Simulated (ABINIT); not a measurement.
Input of an ABINIT 10.8.3 (patched build) run:

Contents of run.abi:

```
# Pseudopotentials
pp_dirpath "./"
pseudos "Ti.upf, Si.upf"

# Structure
acell 9.0317016663 9.0317016663 9.0317016663
rprim
    -0.3081727895     0.3582333551     0.8813049388
     0.3081727895    -0.3582333551     0.8813049388
     0.3081727895     0.3582333551    -0.8813049388
ntypat 2
znucl 22 14
natom 3
typat 1 2 2
xcart
     0.0000000000     0.0000000000     0.0000000000
     0.0000000000     0.0000000000     5.6448483049
     0.0000000000     0.0000000000     2.7793176951 Angstrom
chkprim 0
chksymtnons 0
tolsym 1.0e-6

# Plane-wave basis
ecut 38.0

# k points
kptopt 1
ngkpt 9 9 9
nshiftk 1
shiftk 0.0 0.0 0.0

# Exchange and correlation
ixc -116133

# Bands and occupations
nband 14
occopt 3
tsmear 0.05 eV

# SCF cycle
nstep 100
tolvrs 1.0e-10

# Output
iomode 3
prtwf 0
prtden 0
prteig 0
prtebands 0
enunit 1
```

Potentials or basis: PseudoDojo NC SR PBEsol v0.4.1 standard.

The run is started by

```sh
$ mpirun --bind-to none -np 4 abinit run.abi > log 2>&1
```

What does it give for the largest force?

0.060 eV/Å.

Predict the pressure.

-3.8 GPa.

Forces on the atoms (eV/Å):
```
Ti   0.000  0.000  0.000
Si   0.000  0.000 -0.060
Si   0.000  0.000  0.060
```
